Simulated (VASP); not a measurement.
# In3Se (Pm-3m) in VASP: further runs

The runs below take In3Se through single point, with PBE.

Everything below comes from runs of VASP 6.6.1. Logs are shortened: lines on timing, memory, paths and dates and some standing lists are left out, and cuts for length are marked.

## 1. The cell of the first run

The structure is cubic, space group Pm-3m (No. 221). The conventional cell has a = 4.815 Å, b = 4.815 Å, c = 4.815 Å, α = 90.00°, β = 90.00°, γ = 90.00°. Around In (site symmetry 4/mmm) lie 8 In at 3.40 Å and 4 Se at 3.40 Å. Around Se (site symmetry m-3m) lie 12 In at 3.40 Å.

The cell comes from a database or a generator and needn't be the stable form of this composition.

## 2. Single point, PBE (strained and moved within the space group)

Input file INCAR:

```
SYSTEM = In3Se
PREC = Accurate
ENCUT = 520
EDIFF = 1E-7
ISMEAR = 0
SIGMA = 0.1
LREAL = .False.
LASPH = .True.
NELM = 100
ALGO = Fast
ISIF = 2
LWAVE = .False.
LCHARG = .False.
GGA = PE
NBANDS = 30
```

Input file KPOINTS:

```
regular mesh
0
Gamma
  10 10 10
  0 0 0
```

Input file POSCAR:

```
In3Se
1.0
    4.8150948689      0.0000000000      0.0000000000
    0.0000000000      4.8150948689      0.0000000000
    0.0000000000      0.0000000000      4.8150948689
In Se
3 1
Direct
    0.0000000000      0.5000000000      0.5000000000
    0.5000000000      0.0000000000      0.5000000000
    0.5000000000      0.5000000000      0.0000000000
    0.0000000000      0.0000000000      0.0000000000
```

Potentials or basis: VASP PAW PBE potentials, release 64 (In_d, Se).

On the command line:

```console
$ cat potpaw_PBE.64/In_d/POTCAR potpaw_PBE.64/Se/POTCAR > POTCAR
$ mpirun -np 1 vasp_std > vasp.out
```

OUTCAR:

```text
SYSTEM = In3Se
   PREC = Accurate
   ENCUT = 520
   EDIFF = 1E-7
   ISMEAR = 0
   LREAL = .False.
   LASPH = .True.
   NELM = 100
   ISIF = 2
   GGA = PE

 ion  position               nearest neighbor table
   1  0.000  0.500  0.500-   2 3.40   3 3.40   4 3.40   3 3.40   4 3.40   2 3.40   4 3.40   4 3.40
                             2 3.40   3 3.40   3 3.40   2 3.40
   2  0.500  0.000  0.500-   1 3.40   3 3.40   4 3.40   3 3.40   4 3.40   1 3.40   3 3.40   3 3.40
                             1 3.40   4 3.40   4 3.40   1 3.40
   3  0.500  0.500  0.000-   1 3.40   2 3.40   4 3.40   1 3.40   2 3.40   2 3.40   4 3.40   2 3.40
                             1 3.40   4 3.40   1 3.40   4 3.40
   4  0.000  0.000  0.000-   1 3.40   2 3.40   3 3.40   1 3.40   2 3.40   1 3.40   3 3.40   1 3.40
                             2 3.40   3 3.40   2 3.40   3 3.40

  LATTYP: Found a simple cubic cell.
 ALAT       =     4.8150948689

  Lattice vectors:

 A1 = (   4.8150948689,   0.0000000000,   0.0000000000)
 A2 = (   0.0000000000,   4.8150948689,   0.0000000000)
 A3 = (   0.0000000000,   0.0000000000,   4.8150948689)

Analysis of symmetry for initial positions (statically):
=====================================================================
 Subroutine PRICEL returns:
 Original cell was already a primitive cell.

 Routine SETGRP: Setting up the symmetry group for a
 simple cubic supercell.

 Subroutine GETGRP returns: Found 48 space group operations
 (whereof 48 operations were pure point group operations)
 out of a pool of 48 trial point group operations.

The static configuration has the point symmetry O_h .

Analysis of symmetry for dynamics (positions and initial velocities):
=====================================================================
 Subroutine PRICEL returns:
 Original cell was already a primitive cell.

 Routine SETGRP: Setting up the symmetry group for a
 simple cubic supercell.

 Subroutine GETGRP returns: Found 48 space group operations
 (whereof 48 operations were pure point group operations)
 out of a pool of 48 trial point group operations.

The dynamic configuration has the point symmetry O_h .

 Subroutine INISYM returns: Found 48 space group operations
 (whereof 48 operations are pure point group operations),
 and found     1 'primitive' translations

----------------------------------------------------------------------------------------

                                     Primitive cell

  volume of cell :     111.6386

  direct lattice vectors                    reciprocal lattice vectors
     4.815094869  0.000000000  0.000000000     0.207680228  0.000000000  0.000000000
     0.000000000  4.815094869  0.000000000     0.000000000  0.207680228  0.000000000
     0.000000000  0.000000000  4.815094869     0.000000000  0.000000000  0.207680228

  length of vectors
     4.815094869  4.815094869  4.815094869     0.207680228  0.207680228  0.207680228

  position of ions in fractional coordinates (direct lattice)
     0.000000000  0.500000000  0.500000000
     0.500000000  0.000000000  0.500000000
     0.500000000  0.500000000  0.000000000
     0.000000000  0.000000000  0.000000000

  ion indices of the primitive-cell ions
   primitive index   ion index
                 1           1
                 2           2
                 3           3
                 4           4

----------------------------------------------------------------------------------------

 KPOINTS: regular mesh

Automatic generation of k-mesh.
 Grid dimensions read from file:
 generate k-points for:   10   10   10

 Generating k-lattice:

  Cartesian coordinates                     Fractional coordinates (reciprocal lattice)
     0.020768023  0.000000000  0.000000000     0.100000000  0.000000000  0.000000000
     0.000000000  0.020768023  0.000000000     0.000000000  0.100000000  0.000000000
     0.000000000  0.000000000  0.020768023     0.000000000  0.000000000  0.100000000

  Length of vectors
     0.020768023  0.020768023  0.020768023

  Shift w.r.t. Gamma in fractional coordinates (k-lattice)
     0.000000000  0.000000000  0.000000000

 Subroutine IBZKPT returns following result:
 ===========================================

 Found     56 irreducible k-points:

 Following reciprocal coordinates:
            Coordinates               Weight
  0.000000  0.000000  0.000000      1.000000
  0.100000  0.000000  0.000000      6.000000
  0.200000  0.000000  0.000000      6.000000
  0.300000  0.000000  0.000000      6.000000
  0.400000  0.000000  0.000000      6.000000
  0.500000  0.000000  0.000000      3.000000
[... 16 lines left out ...]
  0.200000  0.100000  0.100000     24.000000
  0.300000  0.100000  0.100000     24.000000
 [... further k-points ...]
   k-points           NKPTS =     56   k-points in BZ     NKDIM =     56   number of bands    NBANDS=     30
   number of dos      NEDOS =    301   number of ions     NIONS =      4
   total plane-waves  NPLWV =  46656
   dimension x,y,z NGX =    36 NGY =   36 NGZ =   36
   dimension x,y,z NGXF=    72 NGYF=   72 NGZF=   72
   ions per type =               3   1
   NGX,Y,Z   is equivalent  to a cutoff of  12.43, 12.43, 12.43 a.u.
   NGXF,Y,Z  is equivalent  to a cutoff of  24.86, 24.86, 24.86 a.u.
 SYSTEM =  In3Se
   PREC   = accura    normal or accurate (medium, high low for compatibility)
   ISTART =      0    job   : 0-new  1-cont  2-samecut
   ICHARG =      2    charge: 1-file 2-atom 10-const
   ISPIN  =      1    spin polarized calculation?
   LNONCOLLINEAR =      F non collinear calculations
   LSORBIT =      F    spin-orbit coupling
   LASPH  =      T    aspherical Exc in radial PAW
   ENCUT  =  520.0 eV  38.22 Ry    6.18 a.u.   8.95  8.95  8.95*2*pi/ulx,y,z
   NELM   =    100;   NELMIN=  2; NELMDL= -5     # of ELM steps
   EDIFF  = 0.1E-06   stopping-criterion for ELM
   LREAL  =      F    real-space projection
   EDIFFG = 0.1E-05   stopping-criterion for IOM
   NSW    =      0    number of steps for IOM
   IBRION =     -1    ionic relax: 0-MD 1-quasi-New 2-CG
   NFREE  =      0    steps in history (QN), initial steepest desc. (CG)
   ISIF   =      2    stress and relaxation
   ISYM   =      2    0-nonsym 1-usesym 2-fastsym
   POTIM  = 0.5000    time-step for ionic-motion
   TEBEG  =    0.0;   TEEND  =   0.0 temperature during run
   PSTRESS=    0.0 pullay stress
   NELECT =      45.0000    total number of electrons
   NUPDOWN=      -1.0000    fix difference up-down
   EMIN   =  10.00;   EMAX   =-10.00  energy-range for DOS
   EFERMI =   0.00;   METHOD = LEGACY
   ISMEAR =     0;   SIGMA  =   0.10  broadening in eV -4-tet -1-fermi 0-gaus
   EFERMI_NEDOS =   21; number of points for ismear=-14 and -15
   IALGO  =     68    algorithm
   IMIX   =      4    mixing-type and parameters
     AMIX     =   0.40;   BMIX     =  1.00
     AMIX_MAG =   1.60;   BMIX_MAG =  1.00
  volume/ion in A,a.u.               =      27.91       188.34
  Fermi-wavevector in a.u.,A,eV,Ry     =   1.209319  2.285281 19.897868  1.462452
  Thomas-Fermi vector in A             =   2.344900
   LORBIT       =      0    0 simple, 1 ext, 2 COOP (PROOUT), +10 PAW based schemes
   GGA     = PE    functional components
   LHFCALC =     F    Hartree Fock is set to
   AEXX    =    0.0000 exact exchange contribution
   IVDW    =     0    specifies the selected vdW correction
   LEPSILON=     F    determine dielectric tensor
   LRPA    =     F    only Hartree local field effects (RPA)
 non-spin polarized calculation
 RMM-DIIS sequential band-by-band and
 Gauss-broadening in eV      SIGMA  =   0.10
  energy-cutoff  :      520.00
  volume of cell :      111.64
 maximum number of plane-waves:      3036
 NGX is ok and might be reduce to    36
   NGX = 17   NGY = 17   NGZ = 17

 number of electron      45.0000014 magnetization

 Free energy of the ion-electron system (eV)
  ---------------------------------------------------
  ext. energy  EPLUGINS =         0.00000000
  ---------------------------------------------------
  free energy    TOTEN  =       -11.68224014 eV

  energy without entropy =      -11.67267075  energy(sigma->0) =      -11.67745544

 E-fermi :   5.8588     XC(G=0):  -9.7077

 val. band max:        5.8539778215   @ k =   0.4000   0.2000   0.2000
 cond. band min:       5.8592809909   @ k =   0.4000   0.3000   0.1000
 fundamental gap:      0.0053031695
 Fermi energy:         5.8587797480

 k-point     1 :       0.0000    0.0000    0.0000
  band No.  band energies     occupation
      1      -8.9019      2.00000
      2      -8.9001      2.00000
      3      -8.9001      2.00000
      4      -8.9001      2.00000
      5      -8.7828      2.00000
      6      -8.7828      2.00000
[... 22 lines left out ...]
     29      11.1359      0.00000
     30      12.7432      0.00000

 k-point     2 :       0.1000    0.0000    0.0000
  band No.  band energies     occupation
      1      -8.8986      2.00000
      2      -8.8938      2.00000
      3      -8.8914      2.00000
      4      -8.8914      2.00000
      5      -8.7818      2.00000
      6      -8.7772      2.00000
[... 22 lines left out ...]
     29      11.4070      0.00000
     30      12.7882      0.00000

 k-point     3 :       0.2000    0.0000    0.0000
  band No.  band energies     occupation
      1      -8.8945      2.00000
      2      -8.8707      2.00000
      3      -8.8660      2.00000
      4      -8.8660      2.00000
      5      -8.7789      2.00000
      6      -8.7612      2.00000
[... 22 lines left out ...]
     29      12.0373      0.00000
     30      12.8335      0.00000

 k-point     4 :       0.3000    0.0000    0.0000
  band No.  band energies     occupation
      1      -8.8892      2.00000
      2      -8.8372      2.00000
      3      -8.8260      2.00000
      4      -8.8260      2.00000
      5      -8.7747      2.00000
      6      -8.7376      2.00000
[... 616 lines left out ...]
     29      11.7175      0.00000
     30      12.3564      0.00000

 k-point    23 :       0.2000    0.1000    0.1000
  band No.  band energies     occupation
      1      -8.8838      2.00000
      2      -8.8661      2.00000
      3      -8.8579      2.00000
      4      -8.8464      2.00000
      5      -8.7692      2.00000
      6      -8.7550      2.00000
[... 22 lines left out ...]
     29      11.4531      0.00000
     30      12.2426      0.00000

 k-point    24 :       0.3000    0.1000    0.1000
  band No.  band energies     occupation
      1      -8.8761      2.00000
      2      -8.8396      2.00000
      3      -8.8237      2.00000
      4      -8.8078      2.00000
      5      -8.7649      2.00000
      6      -8.7300      2.00000
[... 22 lines left out ...]
     29      10.6639      0.00000
     30      12.9017      0.00000

 [... further k-points ...]

------------------------ aborting loop because EDIFF is reached ----------------------------------------

  FORCE on cell =-STRESS in cart. coord.  units (eV):
  Direction    XX          YY          ZZ          XY          YZ          ZX
  --------------------------------------------------------------------------------------
  -------------------------------------------------------------------------------------
  Total       -0.3921908     -0.3921908     -0.3921908      0.0000000     -0.0000000      0.0000000
  in kB       -5.6285106     -5.6285106     -5.6285106      0.0000000     -0.0000000      0.0000000
  external PRESSURE =      -5.6285106 kB  Pullay stress =       0.0000000 kB

 VOLUME and BASIS-vectors are now :
 -----------------------------------------------------------------------------
  energy-cutoff  :      520.00
  volume of cell :      111.64
      direct lattice vectors                 reciprocal lattice vectors
     4.815094869  0.000000000  0.000000000     0.207680228  0.000000000  0.000000000
     0.000000000  4.815094869  0.000000000     0.000000000  0.207680228  0.000000000
     0.000000000  0.000000000  4.815094869     0.000000000  0.000000000  0.207680228

 POSITION                                       TOTAL-FORCE (eV/Angst)
 -----------------------------------------------------------------------------------
      0.00000      2.40755      2.40755         0.000000      0.000000      0.000000
      2.40755      0.00000      2.40755         0.000000      0.000000      0.000000
      2.40755      2.40755      0.00000         0.000000      0.000000      0.000000
      0.00000      0.00000      0.00000         0.000000      0.000000      0.000000
 -----------------------------------------------------------------------------------
    total drift:                                0.000000      0.000000      0.000000

  FREE ENERGIE OF THE ION-ELECTRON SYSTEM (eV)
  ---------------------------------------------------
  free  energy   TOTEN  =       -11.6822401427 eV

  energy  without entropy=      -11.6726707452  energy(sigma->0) =      -11.67745544
```

It took 2.7 min on 1 thread of Intel Xeon Platinum 8488C (Sapphire Rapids), shared host; peak memory 0.29 GiB.

Results:

```
Free energy            : -11.6822 eV
Pressure               : -0.6 GPa
Band gap on the k mesh : none (metal or under the smearing width)
```

Levels at points of the mesh, in eV from the Fermi level:
```csv
k point,band 20,band 21,band 22,band 23,band 24,band 25
"(0.00, 0.00, 0.00)",-3.19,-2.21,-2.21,1.15,1.15,1.15
"(0.50, 0.00, 0.00)",-2.39,-1.68,-1.01,-0.05,-0.05,1.45
"(0.50, 0.50, 0.00)",-1.90,-0.80,-0.68,-0.68,1.39,1.82
"(0.50, 0.50, 0.50)",-4.08,-4.08,-4.08,-3.14,3.01,3.01
```

## 3. Single point, PBE (In replaced by Ga, lengths x 0.934, strained and moved within the space group)

Input file INCAR:

```
  PREC = Accurate
  ENCUT = 520
  EDIFF = 1E-6
  ISMEAR = 0
  SIGMA = 0.1
  LREAL = F
  LASPH = T
  NELM = 100
  ALGO = Fast
  ISIF = 2
  LWAVE = F
  LCHARG = T
  GGA = PE
  LELF = T
  LVHAR = T
  NBANDS = 30
```

Input file KPOINTS:

```
regular mesh
0
Gamma
  10 10 10
```

Input file POSCAR:

```
Ga3Se
1.0
    4.3782611760      0.0000000000      0.0000000000
    0.0000000000      4.3782611760      0.0000000000
    0.0000000000      0.0000000000      4.3782611760
Ga Se
3 1
Direct
    0.0000000000      0.5000000000      0.5000000000
    0.5000000000      0.0000000000      0.5000000000
    0.5000000000      0.5000000000      0.0000000000
    0.0000000000      0.0000000000      0.0000000000
```

Potentials or basis: VASP PAW PBE potentials, release 64 (Ga_d, Se).

On the command line:

```console
$ cat potpaw_PBE.64/Ga_d/POTCAR potpaw_PBE.64/Se/POTCAR > POTCAR
$ mpirun -np 1 vasp_std > vasp.out
```

Run time: 1.7 min. Hardware: 1 thread of Intel Xeon Platinum 8488C (Sapphire Rapids), shared host; peak memory 0.27 GiB.

The run converged. Its results:

```
Free energy            : -12.4146 eV
Pressure               : 0.8 GPa
Band gap on the k mesh : none (metal or under the smearing width)
```

Levels at points of the mesh, in eV from the Fermi level:
```tsv
k point	band 19	band 20	band 21	band 22	band 23	band 24	band 25	band 26
(0.00, 0.00, 0.00)	-3.88	-3.88	-2.77	-2.77	1.66	1.66	1.66	4.51
(0.50, 0.00, 0.00)	-2.91	-2.91	-2.03	-1.08	-0.31	-0.31	1.13	4.18
(0.50, 0.50, 0.00)	-6.51	-2.25	-0.81	-0.64	-0.64	1.47	1.65	1.65
(0.50, 0.50, 0.50)	-5.09	-5.07	-5.07	-5.07	-3.62	4.13	4.13	4.13
```
